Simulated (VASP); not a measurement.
# Si (P6_3/mmc) in VASP: notebook

Runs on Si. Level: PBEsol. Tasks: single point, relaxation of cell and atoms.

Program: VASP 6.6.1. These are calculated values, not measurements. Logs are shortened: lines on timing, memory, paths and dates and some standing lists are left out, and cuts for length are marked.

## Step 1: Starting point

It takes space group P6_3/mmc (No. 194, hexagonal). The conventional cell has a = 3.825 Å, b = 3.825 Å, c = 6.324 Å, α = 90.00°, β = 90.00°, γ = 120.00°. Si (site symmetry 3m) is surrounded by 4 Si at 2.35 to 2.37 Å.

This isn't the form of Si at room conditions, which is diamond.

## Step 2: Single point, PBEsol

INCAR

```
SYSTEM = Si
PREC     = Accurate       ! precision mode
ENCUT    = 520            ! plane-wave cutoff, eV
EDIFF    = 1E-6           ! SCF threshold, eV
ISMEAR   = 0              ! smearing method
SIGMA    = 0.01           ! smearing width, eV
LREAL    = .False.        ! projectors in reciprocal space
LASPH    = .True.         ! aspherical terms in the spheres
NELM     = 100            ! most SCF steps
ALGO     = Normal         ! electronic algorithm
ISIF     = 2              ! what is computed and relaxed
LWAVE    = .False.        ! write WAVECAR
LCHARG   = .False.        ! write CHGCAR
GGA      = PS             ! functional
NBANDS   = 16             ! bands
```

KPOINTS

```
regular mesh
0
Gamma
  12 12 6
  0 0 0
```

POSCAR

```
Si
1.0
    3.8248882920      0.0000000000      0.0000000000
   -1.9124441460      3.3124504275      0.0000000000
    0.0000000000      0.0000000000      6.3243006571
Si
4
Direct
    0.3333333333      0.6666666667      0.0629975436
    0.6666666667      0.3333333333      0.5629975436
    0.3333333333      0.6666666667      0.4370024564
    0.6666666667      0.3333333333      0.9370024564
```

Potentials or basis: VASP PAW PBE potentials, release 64 (Si).

Launch:

```bash
$ cat potpaw_PBE.64/Si/POTCAR > POTCAR
$ mpirun -np 1 vasp_std > vasp.out
```

OUTCAR:

```text
SYSTEM = Si
   PREC = Accurate
   ENCUT = 520
   EDIFF = 1E-6
   ISMEAR = 0
   LREAL = .False.
   LASPH = .True.
   NELM = 100
   ISIF = 2
   GGA = PS

 ion  position               nearest neighbor table
   1  0.333  0.667  0.063-   4 2.35   4 2.35   4 2.35   3 2.37
   2  0.667  0.333  0.563-   3 2.35   3 2.35   3 2.35   4 2.37
   3  0.333  0.667  0.437-   2 2.35   2 2.35   2 2.35   1 2.37
   4  0.667  0.333  0.937-   1 2.35   1 2.35   1 2.35   2 2.37

  LATTYP: Found a hexagonal cell.
 ALAT       =     3.8248882920
 C/A-ratio  =     1.6534602253

  Lattice vectors:

 A1 = (   3.8248882920,   0.0000000000,   0.0000000000)
 A2 = (  -1.9124441460,   3.3124504275,   0.0000000000)
 A3 = (   0.0000000000,   0.0000000000,   6.3243006571)

Analysis of symmetry for initial positions (statically):
=====================================================================
 Subroutine PRICEL returns:
 Original cell was already a primitive cell.

 Routine SETGRP: Setting up the symmetry group for a
 hexagonal supercell.

 Subroutine GETGRP returns: Found 24 space group operations
 (whereof 12 operations were pure point group operations)
 out of a pool of 24 trial point group operations.

The static configuration has the point symmetry D_3d.
 The point group associated with its full space group is D_6h.

Analysis of symmetry for dynamics (positions and initial velocities):
=====================================================================
 Subroutine PRICEL returns:
 Original cell was already a primitive cell.

 Routine SETGRP: Setting up the symmetry group for a
 hexagonal supercell.

 Subroutine GETGRP returns: Found 24 space group operations
 (whereof 12 operations were pure point group operations)
 out of a pool of 24 trial point group operations.

The dynamic configuration has the point symmetry D_3d.
 The point group associated with its full space group is D_6h.

 Subroutine INISYM returns: Found 24 space group operations
 (whereof 12 operations are pure point group operations),
 and found     1 'primitive' translations

----------------------------------------------------------------------------------------

                                     Primitive cell

  volume of cell :      80.1273

  direct lattice vectors                    reciprocal lattice vectors
     3.824888292  0.000000000  0.000000000     0.261445544  0.150945655  0.000000000
    -1.912444146  3.312450427  0.000000000     0.000000000  0.301891310  0.000000000
     0.000000000  0.000000000  6.324300657     0.000000000  0.000000000  0.158120250
[... 93 lines left out ...]
   NFREE  =      0    steps in history (QN), initial steepest desc. (CG)
   ISIF   =      2    stress and relaxation
   ISYM   =      2    0-nonsym 1-usesym 2-fastsym
   POTIM  = 0.5000    time-step for ionic-motion
   TEBEG  =    0.0;   TEEND  =   0.0 temperature during run
   PSTRESS=    0.0 pullay stress
   NELECT =      16.0000    total number of electrons
   NUPDOWN=      -1.0000    fix difference up-down
   EMIN   =  10.00;   EMAX   =-10.00  energy-range for DOS
   EFERMI =   0.00;   METHOD = LEGACY
   ISMEAR =     0;   SIGMA  =   0.01  broadening in eV -4-tet -1-fermi 0-gaus
   EFERMI_NEDOS =   21; number of points for ismear=-14 and -15
   IALGO  =     38    algorithm
   IMIX   =      4    mixing-type and parameters
     AMIX     =   0.40;   BMIX     =  1.00
     AMIX_MAG =   1.60;   BMIX_MAG =  1.00
  volume/ion in A,a.u.               =      20.03       135.18
  Fermi-wavevector in a.u.,A,eV,Ry     =   0.956874  1.808229 12.457593  0.915607
  Thomas-Fermi vector in A             =   2.085841
   LORBIT       =      0    0 simple, 1 ext, 2 COOP (PROOUT), +10 PAW based schemes
   GGA     = PS    functional components
   LHFCALC =     F    Hartree Fock is set to
   AEXX    =    0.0000 exact exchange contribution
   IVDW    =     0    specifies the selected vdW correction
   LEPSILON=     F    determine dielectric tensor
   LRPA    =     F    only Hartree local field effects (RPA)
 non-spin polarized calculation
 Gauss-broadening in eV      SIGMA  =   0.01
  energy-cutoff  :      520.00
  volume of cell :       80.13
 maximum number of plane-waves:      2187
   NGX = 15   NGY = 15   NGZ = 23

 number of electron      15.9999999 magnetization

 Free energy of the ion-electron system (eV)
  ---------------------------------------------------
  ext. energy  EPLUGINS =         0.00000000
  ---------------------------------------------------
  free energy    TOTEN  =       -22.94861006 eV

  energy without entropy =      -22.94861006  energy(sigma->0) =      -22.94861006

 E-fermi :   6.0992     XC(G=0):  -9.5468

 val. band max:        6.0442916699   @ k =   0.0000   0.0000   0.0000
 cond. band min:       6.3334568026   @ k =   0.5000   0.0000   0.0000
 fundamental gap:      0.2891651327
 Fermi energy:         6.0991987857

 k-point     1 :       0.0000    0.0000    0.0000
  band No.  band energies     occupation
      1      -6.2172      2.00000
      2      -3.9070      2.00000
      3      -1.2455      2.00000
      4       4.5095      2.00000
      5       4.5095      2.00000
      6       5.6847      2.00000
[... 433 lines left out ...]
      3      -1.0046      2.00000
      4       1.2804      2.00000
      5       1.3781      2.00000
      6       3.3015      2.00000
[... 8 lines left out ...]
     15      13.1306      0.00000
     16      13.1630      0.00000

 [... further k-points ...]

------------------------ aborting loop because EDIFF is reached ----------------------------------------

  FORCE on cell =-STRESS in cart. coord.  units (eV):
  Direction    XX          YY          ZZ          XY          YZ          ZX
  --------------------------------------------------------------------------------------
  -------------------------------------------------------------------------------------
  Total        0.0552336      0.0552336      0.0575653      0.0000000      0.0000000      0.0000000
  in kB        1.1044178      1.1044178      1.1510408      0.0000000      0.0000000      0.0000000
  external PRESSURE =       1.1199588 kB  Pullay stress =       0.0000000 kB

 VOLUME and BASIS-vectors are now :
 -----------------------------------------------------------------------------
  energy-cutoff  :      520.00
  volume of cell :       80.13
      direct lattice vectors                 reciprocal lattice vectors
     3.824888292  0.000000000  0.000000000     0.261445544  0.150945655  0.000000000
    -1.912444146  3.312450427  0.000000000     0.000000000  0.301891310  0.000000000
     0.000000000  0.000000000  6.324300657     0.000000000  0.000000000  0.158120250

 POSITION                                       TOTAL-FORCE (eV/Angst)
 -----------------------------------------------------------------------------------
     -0.00000      2.20830      0.39842         0.000000     -0.000000      0.001636
      1.91244      1.10415      3.56057        -0.000000      0.000000      0.001636
     -0.00000      2.20830      2.76373         0.000000     -0.000000     -0.001636
      1.91244      1.10415      5.92589        -0.000000      0.000000     -0.001636
 -----------------------------------------------------------------------------------
    total drift:                               -0.000000      0.000000     -0.000000

  FREE ENERGIE OF THE ION-ELECTRON SYSTEM (eV)
  ---------------------------------------------------
  free  energy   TOTEN  =       -22.9486100584 eV

  energy  without entropy=      -22.9486100584  energy(sigma->0) =      -22.94861006
```

OSZICAR:

```text
N       E                     dE             d eps       ncg     rms          rms(c)
DAV:   1     0.240779977597E+02    0.24078E+02   -0.59863E+03  2432   0.823E+02
DAV:   2    -0.215440742886E+02   -0.45622E+02   -0.41275E+02  3288   0.120E+02
DAV:   3    -0.233767368375E+02   -0.18327E+01   -0.18192E+01  3264   0.225E+01
DAV:   4    -0.233976941777E+02   -0.20957E-01   -0.20947E-01  3048   0.309E+00
DAV:   5    -0.233980552366E+02   -0.36106E-03   -0.36100E-03  3344   0.380E-01    0.702E+00
DAV:   6    -0.230882350573E+02    0.30982E+00   -0.11418E-01  2816   0.159E+00    0.420E+00
DAV:   7    -0.229472313013E+02    0.14100E+00   -0.22306E-01  2888   0.228E+00    0.245E-01
DAV:   8    -0.229483931778E+02   -0.11619E-02   -0.16877E-02  2976   0.666E-01    0.106E-01
DAV:   9    -0.229485445577E+02   -0.15138E-03   -0.45540E-04  3376   0.122E-01    0.795E-02
DAV:  10    -0.229486110205E+02   -0.66463E-04   -0.99068E-05  2912   0.491E-02    0.221E-02
DAV:  11    -0.229486100584E+02    0.96205E-06   -0.23094E-06  3264   0.852E-03
   1 F= -.22948610E+02 E0= -.22948610E+02  d E =-.105406E-17
```

stdout:

```text
POSCAR found type information on POSCAR Si
 POSCAR found :  1 types and       4 ions
 scaLAPACK will be used
 -----------------------------------------------------------------------------
|                                                                             |
|                                                                             |
|     You enforced a specific xc type in the INCAR file but a different       |
|     I HOPE YOU KNOW WHAT YOU ARE DOING!                                     |
|                                                                             |
 -----------------------------------------------------------------------------

 LDA part: xc-table for (Slater+PW92), standard interpolation
 POSCAR, INCAR and KPOINTS ok, starting setup
 FFT: planning ... GRIDC
 FFT: planning ... GRID_SOFT
 FFT: planning ... GRID
 WAVECAR not read
 entering main loop
```

Run time: 36 s. Hardware: 1 thread of Intel Xeon Platinum 8488C (Sapphire Rapids), shared host; peak memory 0.22 GiB.

Results:

| Quantity | Value |
| --- | --- |
| Free energy | -22.9486 eV |
| Pressure | 0.1 GPa |
| Band gap on the k mesh | 0.29 eV, indirect (least direct gap 0.97 eV) |

Caveat: the PAW data sets were made with another functional, which shifts forces and pressure a little.

(Continued in part 2 of 2.)
